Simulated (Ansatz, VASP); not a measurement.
## Two plane-wave programs on NaCl

```
Na Cl
1.0
     0.00000    2.91435    2.91435
     2.91435    0.00000    2.91435
     2.91435    2.91435    0.00000
Na Cl
1 1
Direct
  0.25000 0.25000 0.25000
  0.50000 0.50000 0.50000
```

Alike in both runs: task single point; functional PBE; k mesh 6 × 6 × 6; occupations gaussian, width 0.1 eV; no spin polarisation.

|  | VASP | Ansatz |
| --- | --- | --- |
| version | VASP 6.6.1 | Ansatz 0.2.0 |
| potentials or method | VASP PAW PBE potentials, release 64 (Na_pv, Cl) | scalar-relativistic, plane waves, PAW |
| plane-wave cutoff (eV) | 520 | 420 |
| valence electrons in the cell | 14 | 16 |

```csv
,VASP,Ansatz,Ansatz less VASP
gap on the k mesh at the Fermi level (eV),5.39,5.39,+0.002
least direct gap on the mesh (eV),5.39,5.39,+0.002
pressure (GPa),5.7,5.7,-0.03
```

The two sets of potentials don't hold the same shells in valence.

PBE gaps usually lie below the measured ones, often by a third to a half.
